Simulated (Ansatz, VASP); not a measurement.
## One calculation of TePb, two programs

INCAR

```
PREC = Accurate
ENCUT = 520
EDIFF = 1E-6
ISMEAR = 0
SIGMA = 0.02
LREAL = False
LASPH = True
NELM = 100
ALGO = Fast
ISIF = 2
LWAVE = False
LCHARG = True
GGA = PS
LELF = True
LVHAR = True
NBANDS = 17
```

KPOINTS

```
Automatic mesh
0
Gamma
  8 8 8
```

File POSCAR:

```
TePb
1.0
    0.0000000000      3.2270000000      3.2270000000
    3.2270000000      0.0000000000      3.2270000000
    3.2270000000      3.2270000000      0.0000000000
Te Pb
1 1
Direct
    0.4793771305      0.4961667183      0.5166346452
    0.0000000000      0.0000000000      0.0000000000
```

Input for Ansatz:

```yaml
crystal:
  lattice:
    - [0.0, 3.227, 3.227]
    - [3.227, 0.0, 3.227]
    - [3.227, 3.227, 0.0]
  atoms:
    - { symbol: Te, position: [0.4793771305, 0.4961667183, 0.5166346452] }
    - { symbol: Pb, position: [0.0, 0.0, 0.0] }
basis:
  ecutwfc: 420
kpoints:
  mp_grid: { grid: [8, 8, 8] }
hamiltonian:
  xc: pbesol
scf:
  occupations: { method: gaussian, width: 0.02 }
output:
  forces: true
  stress: true
  eigenvalues: true
  write_density: true
  write_potential: true
  elf: true
  volumetric_format: npy
```

Change from the starting cell: one atom moved.

Alike in both runs: task single point; functional PBEsol; k mesh 8 × 8 × 8; occupations gaussian, width 0.02 eV; no spin polarisation.

```csv
,VASP,Ansatz
version,VASP 6.6.1,Ansatz 0.2.0
potentials or method,"VASP PAW PBE potentials, release 64 (Te, Pb_d)","scalar-relativistic, plane waves, PAW"
plane-wave cutoff (eV),520,420
valence electrons in the cell,20,30
```

```csv
,VASP,Ansatz,Ansatz less VASP
gap on the k mesh at the Fermi level (eV),0.68,0.67,-0.003
least direct gap on the mesh (eV),0.68,0.67,-0.003
pressure (GPa),-0.2,-0.1,+0.02
largest component of the traceless stress (GPa),0.13,0.13,-0.001
rms of the force components (eV/Å),0.029,0.028,-0.0008
```

Atom by atom the forces differ by 0.001 eV/Å (rms over components). The functional is the same, so the differences come from potentials, cutoffs and numerics. The two sets of potentials don't hold the same shells in valence.

Caveats: the PAW data sets were made with another functional, which shifts forces and pressure a little (VASP); spin-orbit coupling is left out, which as a rule narrows the gap of such compounds by several tenths of an eV. A k mesh can miss the band edges.
